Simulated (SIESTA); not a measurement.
Runs of SIESTA 5.4.2 on MgTe. It takes space group F-43m (No. 216, cubic). The conventional cell has a = 6.464 Å, b = 6.464 Å, c = 6.464 Å, α = 90.00°, β = 90.00°, γ = 90.00°. Te (site symmetry -43m) is surrounded by 4 Mg at 2.80 Å. Around Mg (site symmetry -43m) lie 4 Te at 2.80 Å. The cell comes from a database or a generator and needn't be the stable form of this composition.

| task | level | potentials or basis | k mesh | broadening (eV) | window to (eV) | optical mesh offset | wannier functions | bands left out below | gap on the mesh (eV) | pressure (GPa) |
| --- | --- | --- | --- | --- | --- | --- | --- | --- | --- | --- |
| optical spectrum | PBE | PseudoDojo 0.4 standard (PBE files), DZP (energy shift 0.003 Ry; two zetas on semicore shells) | 7 × 7 × 7 | 0.1 eV | 40 eV | true | - | - | 2.41 | 1.2 |
| band structure | PBEsol | PseudoDojo 0.4 standard (PBEsol files), DZP (energy shift 0.003 Ry; two zetas on semicore shells) | 7 × 7 × 7 | - | - | - | - | - | 2.32 | (a) |
| band structure | LDA | PseudoDojo 0.4 standard (LDA files), DZP (energy shift 0.003 Ry; two zetas on semicore shells) | 7 × 7 × 7 | - | - | - | - | - | 2.22 | -1.1 |
| band structure | PBE | PseudoDojo 0.4 standard (PBE files), DZP (energy shift 0.003 Ry; two zetas on semicore shells) | 7 × 7 × 7 | - | - | - | - | - | 2.41 | 1.2 |
| Wannier functions | LDA | PseudoDojo 0.4 standard (LDA files), DZP (energy shift 0.003 Ry; two zetas on semicore shells) | 5 × 5 × 5 | - | - | - | 4 | 9 | 2.22 | -1.0 |

Alike in all rows: no spin polarisation; cell as given; smearing fermi-dirac 0.05 eV; grid cutoff 800 Ry; energy shift 0.003 Ry.

Fill in the values left out.

(a) 0.1.

Caveats: spin-orbit coupling is left out, which moves the levels of the heavy elements; the basis of atomic orbitals isn't converged, which shifts pressures, moduli and gaps; the basis holds too few empty states to meet the f-sum rule, so the spectrum is short of weight at high energy (some runs); spectra need much finer meshes, so this one isn't converged (some runs); independent-particle spectra lack excitons (some runs); an odd mesh through Γ misses points on the zone boundary, where band edges often lie (some runs).

A k mesh can miss the band edges, and the runs leave out spin-orbit coupling on Te.
